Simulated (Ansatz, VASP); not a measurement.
One calculation of LiCl, two programs

Contents of POSCAR:

```
LiCl
1.0
    3.2711235777      0.0000000000      0.0000000000
    0.0000000000      3.2711235777      0.0000000000
    0.0000000000      0.0000000000      3.2711235777
Li Cl
1 1
Direct
    0.0000000000      0.0000000000      0.0000000000
    0.5000000000      0.5000000000      0.5000000000
```

Contents of INCAR.step1:

```
ALGO = Normal
EDIFF = 1E-5
ENCUT = 520
GGA = PE
ISIF = 2
ISMEAR = 0
LASPH = True
LREAL = False
LWAVE = True
NBANDS = 12
NELM = 60
PREC = Accurate
SIGMA = 0.01
```

File INCAR.step2:

```
ALGO = Normal
EDIFF = 1E-7
ENCUT = 520
GGA = PE
HFSCREEN = 0.2079
ISIF = 2
ISMEAR = 0
ISTART = 1
LASPH = True
LCHARG = True
LELF = True
LHFCALC = True
LREAL = False
LVHAR = True
LWAVE = False
NBANDS = 12
NELM = 60
PREC = Accurate
PRECFOCK = Normal
SIGMA = 0.01
```

File KPOINTS:

```
k-points
0
Gamma
  4 4 4
```

Input for Ansatz:

```yaml
crystal:
  lattice:
    - [3.2711235777, 0.0, 0.0]
    - [0.0, 3.2711235777, 0.0]
    - [0.0, 0.0, 3.2711235777]
  atoms:
    - { symbol: Li, position: [0.0, 0.0, 0.0] }
    - { symbol: Cl, position: [0.5, 0.5, 0.5] }
kpoints:
  mp_grid: { grid: [4, 4, 4] }
hamiltonian:
  xc: hse06
scf:
  occupations: { method: fixed }
  n_extra_bands: 4
output:
  forces: true
  stress: true
  eigenvalues: true
```

The cell was built by a generator and needn't be a form met in nature.

Alike in both runs: task single point; functional HSE06; k mesh 4 × 4 × 4; no spin polarisation.

```csv
,VASP,Ansatz
version,VASP 6.6.1,Ansatz 0.2.0
potentials or method,"VASP PAW PBE potentials, release 64 (Li_sv, Cl)","plane waves, PAW"
plane-wave cutoff (eV),520,420
occupations,"gaussian, width 0.01 eV",fixed
valence electrons in the cell,10,10
```

|  | VASP | Ansatz | Ansatz less VASP |
| --- | --- | --- | --- |
| gap on the k mesh at the Fermi level (eV) | 5.69 | 5.68 | -0.012 |

Ansatz warned: «stress_exchange_threshold_loose».

Caveats: the k mesh is coarse (spacing up to 0.48 Å⁻¹), so the values aren't converged, least of all with exact exchange. A k mesh can miss the band edges.
